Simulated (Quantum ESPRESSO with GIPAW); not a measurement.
# Al2O3: how strain moves the 17O line

GIPAW runs (PBEsol, plane-wave PAW from pslibrary 1.0.0 recipes, cutoffs 55 and 330 Ry, one 7×7×2 mesh for all shielding runs; Quantum ESPRESSO with GIPAW, a patched development version; no spin-orbit coupling, no macroscopic shape term) on Al2O3, space group P-6m2 before straining. The cell below is strained in the basal plane, with the c axis held, and the atoms are relaxed in pw.x at each strain, zero included.

```
Al O
1.0
     2.88432    0.00000    0.00000
    -1.44216    2.49790    0.00000
     0.00000    0.00000    9.33675
Al O
2 3
Direct
  0.00000 0.00000 0.85148
  0.00000 0.00000 0.14852
  0.33333 0.66667 0.77968
  0.66667 0.33333 0.00000
  0.33333 0.66667 0.22032
```

The cell is a computed entry of the Materials Project; it need not be the form that is stable at ambient conditions.

The bonds are those of O(2) (atom 4; bound to Al6). One row is withheld.

| strain (%) | mean bond (Å) | σ_iso Al (ppm) | σ_iso O(1) (ppm) | σ_iso O(2) (ppm) | span O(2) (ppm) |
| --- | --- | --- | --- | --- | --- |
| -2 | 2.1415 | 513.56 | 186.65 | 94.45 | 21.6 |
| -1.5 | 2.1478 | ? | ? | ? | ? |
| -1 | 2.1542 | 514.67 | 185.95 | 86.31 | 25.2 |
| 0 | 2.1670 | 515.68 | 184.84 | 77.57 | 29.0 |
| +0.5 | 2.1741 | 516.13 | 184.16 | 72.94 | 31.0 |
| +1 | 2.1801 | 516.57 | 183.32 | 68.24 | 33.2 |
| +2 | 2.1929 | 517.36 | 181.27 | 58.35 | 37.7 |

**Task.** Fit σ_iso of O(2) against strain, judge whether a straight line is enough, and predict the withheld row at -1.5 %.

1. With n = 6: Σx = 0.500, Σy = 457.86, Σx² = 10.2500, Σxy = -53.800.

2. Slope b = (nΣxy − ΣxΣy)/(nΣx² − (Σx)²) = -9.01 ppm per %, intercept a = (Σy − bΣx)/n = 77.06 ppm.

3. Residuals (run less line), in the order of the table: -0.63, +0.24, +0.51, +0.38, +0.19, -0.69 ppm. They bend in one sense; the largest is 1.9 % of the range of σ, so a line serves for most purposes and a parabola takes up the rest: σ = 77.56 − 9.028 x − 0.289 x², with residuals of 0.03 ppm or less.

4. At -1.5 % (inside the fitted range) the line gives 90.57 ppm and the parabola 90.45 ppm.

5. The run gives:

| strain (%) | mean bond (Å) | σ_iso Al (ppm) | σ_iso O(1) (ppm) | σ_iso O(2) (ppm) | span O(2) (ppm) |
| --- | --- | --- | --- | --- | --- |
| -1.5 | 2.1478 | 514.13 | 186.32 | 90.45 | 23.3 |

Prediction less run: the line misses by +0.12 ppm, the parabola hits it to the digits shown. By the parabola, a strain of +1 % changes σ of O(2) by -9.32 ppm and one of −1 % by +8.74 ppm; the mean slope is -9.01 ppm per %, or 7.0 ppm for 0.01 Å of mean bond length. The shift moves the opposite way, scaled by the slope of a reference line. Over the table σ of Al goes from 513.56 to 517.36 ppm. Over the table σ of O(1) goes from 186.65 to 181.27 ppm. Zero strain is the database's lattice with relaxed atoms, not this functional's rest cell, and neither cutoff nor mesh was tested for the slopes. The omitted shape term, common to all sites, changes with strain too. This build of gipaw.x prints that it is not audited and that its numbers are no references by themselves. The relaxations ran on cheaper settings and stop at small residual forces, which adds noise that small residuals can't be told from. 17O is quadrupolar, so a real line also moves with the field gradient, which is not computed here. pw.x warned of eigenvalues not converged in some cycles of these runs, which then met the threshold.

[Banner, clock, file and message-heading lines were taken out of the pw.x and gipaw.x logs.]

[Logs are printed without paths, hosts, clocks, repeated set-up lines and the standing remarks that a program may print on its own settings, such as how far it seeks lower states.]

[Hosts, paths, dates, database ids (printed as entryN), source tags and the programs' standing remarks are cut or masked in the printed files.]
